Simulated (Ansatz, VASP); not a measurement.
## H: VASP beside Ansatz

```xyz
2
Lattice="-1.8249 1.8249 2.3402 1.8249 -1.8249 2.3402 1.8249 1.8249 -2.3402" Properties=species:S:1:pos:R:3 pbc="T T T"
H     0.0000    0.0000    4.3095
H     0.0000    0.0000    0.3709
```

Alike in both runs: task relaxation of cell and atoms; functional r2SCAN; k mesh 10 × 10 × 10; occupations gaussian, width 0.02 eV; no spin polarisation.

|  | VASP | Ansatz |
| --- | --- | --- |
| version | VASP 6.6.1 | Ansatz 0.2.0 |
| potentials or method | VASP PAW PBE potentials, release 64 (H) | scalar-relativistic, plane waves, PAW |
| plane-wave cutoff (eV) | 600 | 500 |
| valence electrons in the cell | 2 | 2 |

VASP gave:

| Item | Value |
| --- | --- |
| gap on the k mesh at the Fermi level, each at its own relaxed structure (eV) | 10.30 |
| relaxed volume (Å³/atom) | 15.59 |
| relaxed cell length with the largest relative difference (Å) | 3.484 |

Which values does Ansatz return?

gap on the k mesh at the Fermi level, each at its own relaxed structure (eV): 10.29; relaxed volume (Å³/atom): 15.59; relaxed cell length with the largest relative difference (Å): 3.484.

Caveats: the relaxation stopped at its first step, so nothing moved; the PAW data sets were made with another functional, which shifts forces and pressure a little (VASP). A k mesh can miss the band edges. r2SCAN opens gaps a little over a GGA but as a rule still falls short of measured ones.
